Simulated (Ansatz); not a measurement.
Relaxed ZrO2 (fluorite):

```
ZrO2
1.0
    0.00000     5.11588     5.11588
    2.55794     0.00000     2.55794
    2.55794     2.55794     0.00000
Zr O
2 4
Direct
  0.00000   0.00000   0.00000
  0.50000   0.00000   0.00000
  0.12500   0.25000   0.25000
  0.62500   0.25000   0.25000
  0.37500   0.75000   0.75000
  0.87500   0.75000   0.75000
```

The atoms are displaced by Q × the pattern below (from a DFPT mode at L = (0.5, 0.0, 0.0), largest move 1; Q in Å), at fixed cell. (q is in reciprocal vectors of the primitive cell; the cell shown is doubled to hold the pattern.)

```json
[
 {"atom": "Zr1", "x": "0.577", "y": "-0.577", "z": "-0.577"},
 {"atom": "Zr2", "x": "-0.577", "y": "0.577", "z": "0.577"},
 {"atom": "O3", "x": "0.432", "y": "-0.432", "z": "-0.432"},
 {"atom": "O4", "x": "-0.432", "y": "0.432", "z": "0.432"},
 {"atom": "O5", "x": "-0.432", "y": "0.432", "z": "0.432"},
 {"atom": "O6", "x": "0.432", "y": "-0.432", "z": "-0.432"}
]
```

The numbers are results of PBE (plane waves to 420 eV, PAW, scalar-relativistic; Ansatz, a first-principles code), not measurements. k mesh 11×11×11 (Γ-centred), Fermi-Dirac smearing 0.05 eV. Left out: 4 of 13 points, with atoms too close for the PAW data. The PAW data are Ansatz's earlier set. This is a high-temperature form of ZrO2. ZrO2 is run without spin polarisation. ZrO2 was relaxed with its symmetry unable to fall. 

```json
[
 {"Q (Å)": "-0.187", "−dE/dQ from forces (eV/Å)": "14.387"},
 {"Q (Å)": "-0.140", "−dE/dQ from forces (eV/Å)": "8.773"},
 {"Q (Å)": "-0.093", "−dE/dQ from forces (eV/Å)": "4.941"},
 {"Q (Å)": "-0.047", "−dE/dQ from forces (eV/Å)": "2.209"},
 {"Q (Å)": "0.000", "−dE/dQ from forces (eV/Å)": "0.000"},
 {"Q (Å)": "0.047", "−dE/dQ from forces (eV/Å)": "-2.209"},
 {"Q (Å)": "0.093", "−dE/dQ from forces (eV/Å)": "-4.941"},
 {"Q (Å)": "0.140", "−dE/dQ from forces (eV/Å)": "-8.773"},
 {"Q (Å)": "0.187", "−dE/dQ from forces (eV/Å)": "-14.387"}
]
```

Q: What harmonic wavenumber does the curvature at Q = 0 give?

A: 238 cm⁻¹. E″ = 45.46 eV/Å², M = Σ mᵢ|uᵢ|² = 218.2 u, ν̃ = 521.5·√(|E″|/M).

(A displaced cell: forces are minus the slopes of the energy, force constants its curvatures, and phonons follow from these.)
